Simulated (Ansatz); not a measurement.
MoP:

```
CELL_PARAMETERS angstrom
3.22300 0.00000 0.00000
-1.61150 2.79120 0.00000
0.00000 0.00000 3.19100
ATOMIC_POSITIONS crystal
Mo 0.00000 0.00000 0.00000
P 0.33333 0.66667 0.50000
```

Program: Ansatz 0.2.0. Alike in all runs: potentials or basis all-electron LAPW, scalar-relativistic; no spin polarisation; cell as given; k mesh 10 × 10 × 8; basis error allowed 0.001 eV/atom.

**Question.** Order these runs on this cell by their pressure, lowest first.
A. level LDA; cutoff (eV) 254; smearing fermi-dirac 0.05 eV
B. level BLYP; cutoff (eV) 253; smearing fermi-dirac 0.05 eV
C. level RPBE; cutoff (eV) 254; smearing gaussian 0.1 eV
D. level PBEsol; cutoff (eV) 254; smearing fermi-dirac 0.05 eV

**Answer.** A (-7.3 GPa), D (-3.8 GPa), C (5.5 GPa), B (13.5 GPa).

Runs at the PBE level aren't shown here.
